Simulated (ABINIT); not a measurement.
Crystal: KBr.

```
Br K
1.0
     0.00000    3.30000    3.30000
     3.30000    0.00000    3.30000
     3.30000    3.30000    0.00000
Br K
1 1
Cartesian
  3.3000 3.3000 3.3000
  0.0000 0.0000 0.0000
```

Base run:

```yaml
Program: ABINIT 10.8.3 (patched build)
Functional: BP86
Potentials_or_basis: JTH PAW PBE v2.0
Cutoff: 435 eV
k_mesh: 7 × 7 × 7
Occupations: fermi-dirac, width 0.05 eV
Spin: no spin polarisation
```

Its results: band gap on the k mesh 4.41 eV, direct; pressure 0.7 GPa.

Task: The run is repeated on the same cell with these changes: functional from BP86 to WC. What comes out?

Result: Band gap on the k mesh 4.35 eV, direct; pressure -0.2 GPa.

Caveats: the PAW data sets were made with another functional, which shifts forces and pressure a little.
